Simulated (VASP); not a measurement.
Write the native input for VASP 6.6.1 that does the following.

| Property | Result |
| --- | --- |
| Task | relaxation of cell and atoms |
| Functional | LDA |
| Potentials or basis | VASP PAW LDA potentials, release 64 (Si) |
| Cutoff | 520 eV |
| k mesh | 10 × 10 × 10 |
| Occupations | gaussian, width 0.02 eV |
| Spin | no spin polarisation |
| Further INCAR settings | ALGO = Normal; EDIFF = 1e-07; IBRION = 2; EDIFFG = -0.002; NSW = 80; ISIF = 3 |

The structure of Si lies in POSCAR:

```
Si                                      
1.0
   -0.0000000000      2.7014180089      2.7014180089
    2.7014180089      0.0000000000      2.7014180089
    2.7014180089      2.7014180089     -0.0000000000
  Si            
     2
Direct
     0.7500000000000000    0.7500000000000000    0.7500000000000000
     0.5000000000000000    0.5000000000000000    0.5000000000000000
```

The input as run:

INCAR

```
SYSTEM = Si
PREC = Accurate
ENCUT = 520
EDIFF = 1E-7
ISMEAR = 0
SIGMA = 0.02
LREAL = .FALSE.
LASPH = .TRUE.
NELM = 100
ALGO = Normal
ISIF = 3
LWAVE = .FALSE.
LCHARG = .FALSE.
IBRION = 2
NSW = 80
EDIFFG = -0.002
```

KPOINTS

```
Automatic mesh
0
G
  10 10 10
  0 0 0
```

Potentials or basis: VASP PAW LDA potentials, release 64 (Si).

Run with:

```sh
$ cat potpaw_LDA.64/Si/POTCAR > POTCAR
$ mpirun -np 1 vasp_std > vasp.out
```

It gave:

The pressure after relaxing is 0.0 GPa and the band gap on the k mesh is 0.45 eV, indirect (least direct gap 2.53 eV).

Caveat: the relaxation stopped at its first step, so nothing moved.

Run time: 6.3 s on 1 thread of Intel(R) Xeon(R) Platinum 8488C (Sapphire Rapids), on a shared host, peak memory 0.13 GiB.
